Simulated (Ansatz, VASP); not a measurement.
## AgCl (Chlorargyrite): VASP beside Ansatz

```
Ag Cl
1.0
     0.00000    2.67917    2.67917
     2.67917    0.00000    2.67917
     2.67917    2.67917    0.00000
Ag Cl
1 1
Direct
  0.00000 0.00000 0.00000
  0.50000 0.50000 0.50000
```

Change from the starting cell: volume scaled by 0.94.

Alike in both runs: task single point; functional PBE; k mesh 8 × 8 × 8; occupations fermi-dirac, width 0.05 eV; no spin polarisation.

|  | VASP | Ansatz |
| --- | --- | --- |
| version | VASP 6.6.1 | Ansatz 0.2.0 |
| potentials or method | VASP PAW PBE potentials, release 64 (Ag, Cl) | Ansatz PAW |
| plane-wave cutoff (eV) | 520 | 420 |
| valence electrons in the cell | 18 | 26 |

VASP gave:

* gap on the k mesh at the Fermi level (eV): 0.91
* least direct gap on the mesh (eV): 3.56
* pressure (GPa): 8.2

Question: What did Ansatz give for the same quantities?

Answer: gap on the k mesh at the Fermi level (eV): 0.91; least direct gap on the mesh (eV): 3.56; pressure (GPa): 8.4.

The two sets of potentials don't hold the same shells in valence.

A k mesh can miss the band edges.
